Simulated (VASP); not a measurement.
HfO2:

```
Hf O
1.0
     5.11800    0.00000    0.00000
     0.00000    5.18570    0.00000
    -0.85866    0.00000    5.21387
Hf O
4 8
Direct
  0.27550 0.03970 0.20800
  0.72450 0.53970 0.29200
  0.72450 0.96030 0.79200
  0.27550 0.46030 0.70800
  0.44870 0.75810 0.48010
  0.55130 0.25810 0.01990
  0.55130 0.24190 0.51990
  0.44870 0.74190 0.98010
  0.07420 0.33160 0.34670
  0.92580 0.83160 0.15330
  0.92580 0.66840 0.65330
  0.07420 0.16840 0.84670
```

Program: VASP 6.6.1. Alike in all runs: task single point; potentials or basis VASP PAW PBE potentials, release 64 (Hf_pv, O); no spin polarisation; cell as given; k mesh 2 × 2 × 2; cutoff (eV) 520; smearing gaussian 0.05 eV; the mesh is coarse, so values aren't converged.

**Question.** Order these runs on this cell by their band gap on the k mesh, lowest first.
A. level HSE(alpha, omega); share of exact exchange 0.1
B. level PBE0(alpha); share of exact exchange 0.15; exchange at q = 0 truncated
C. level PBE0(alpha); share of exact exchange 0.2; exchange at q = 0 default
D. level HSE(alpha, omega); share of exact exchange 0.15
E. level HSE(alpha, omega); share of exact exchange 0.35

**Answer.** A (4.73 eV), D (5.05 eV), B (5.49 eV), C (5.99 eV), E (6.37 eV).

Caveats: all runs use coarse meshes; spin-orbit coupling is left out, which moves the levels of the heavy elements.

A k mesh can miss the band edges.

Not every run made on this cell is shown here.
